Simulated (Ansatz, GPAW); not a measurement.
Given: the input of a run of Ansatz 0.2.0 on Li2S. 

input.yaml

```yaml
crystal:
  lattice:
    - [0.0, 2.8445, 2.8445]
    - [2.8445, 0.0, 2.8445]
    - [2.8445, 2.8445, 0.0]
  atoms:
    - { symbol: S, position: [0.0, 0.0, 0.0] }
    - { symbol: Li, position: [0.75, 0.75, 0.75] }
    - { symbol: Li, position: [0.25, 0.25, 0.25] }
hamiltonian:
  xc: pbe
  pseudopotentials: { kind: paw }
kpoints:
  mp_grid: { grid: [8, 8, 8] }
scf:
  occupations: { method: fermi_dirac, width: 0.05 }
output:
  forces: true
  stress: true
  eigenvalues: true
  write_density: true
  write_potential: true
  elf: true
  volumetric_format: npy
```

Potentials or basis: Ansatz PAW.

Command:

```bash
$ ansatz run input.yaml --threads 1 --pin off --max-ram 3584MiB --backend cpu --events-out ev --progress --plain --runs-dir out
```

Set up the same calculation for GPAW 26.7.0 (ASE script). Potentials or basis there: GPAW PAW data sets (gpaw-data 1.2.1), cutoff 800 eV.

As run (cutoffs and basis follow the program's own potentials, and thresholds, step limits or extra output files can differ):

run.py

```python
from ase import Atoms
from ase.dft.bandgap import bandgap
from ase.io import write
from ase.units import Bohr, GPa
from gpaw import GPAW, PW
from gpaw.elf import elf_from_dft_calculation

atoms = Atoms(['S', 'Li', 'Li'],
              cell=[[0.0, 2.8445, 2.8445],
                    [2.8445, 0.0, 2.8445],
                    [2.8445, 2.8445, 0.0]],
              scaled_positions=[[0.0, 0.0, 0.0],
                                [0.75, 0.75, 0.75],
                                [0.25, 0.25, 0.25]],
              pbc=True)

calc = GPAW(mode=PW(800),
            xc='PBE',
            kpts={'size': (8, 8, 8), 'gamma': True},
            occupations={'name': 'fermi-dirac', 'width': 0.05},
            nbands=12,
            convergence={'density': 1e-05, 'energy': 1e-05},
            maxiter=150,
            txt='gpaw.txt')
atoms.calc = calc
energy = atoms.get_potential_energy()
forces = atoms.get_forces()
stress = atoms.get_stress()
calc.write('gs.gpw')
write('result.traj', atoms)
print(f'Energy: {energy:.6f} eV')
print('Forces (eV/A):')
print(forces.round(4))
print('Stress (GPa):', (stress / GPa).round(3))
print('Fermi level:', round(calc.get_fermi_level(), 4), 'eV')
print(f'Gap: {bandgap(calc)[0]:.4f} eV, direct: {bandgap(calc, direct=True)[0]:.4f} eV')

# fields on the real-space grid
write('density.cube', atoms, data=calc.get_pseudo_density() * Bohr**3)
write('potential.cube', atoms, data=calc.get_electrostatic_potential())
write('elf.cube', atoms, data=elf_from_dft_calculation(calc).data)
```

Potentials or basis: GPAW PAW data sets (gpaw-data 1.2.1), pw.

Command:

```console
$ OMP_NUM_THREADS=1 python run.py
```

Both were run:

|  | Ansatz | GPAW |
| --- | --- | --- |
| Pressure | 0.4 GPa | 0.9 GPa |

Ansatz's pressure holds a Pulay term of +0.00 GPa for its cutoff of 420 eV, which the other run lacks.

The potentials hold 12 and 8 valence electrons a cell.

Where Ansatz's input types no cutoff or centring, it takes its own default and a Γ-centred mesh.

Pressure is positive in compression.
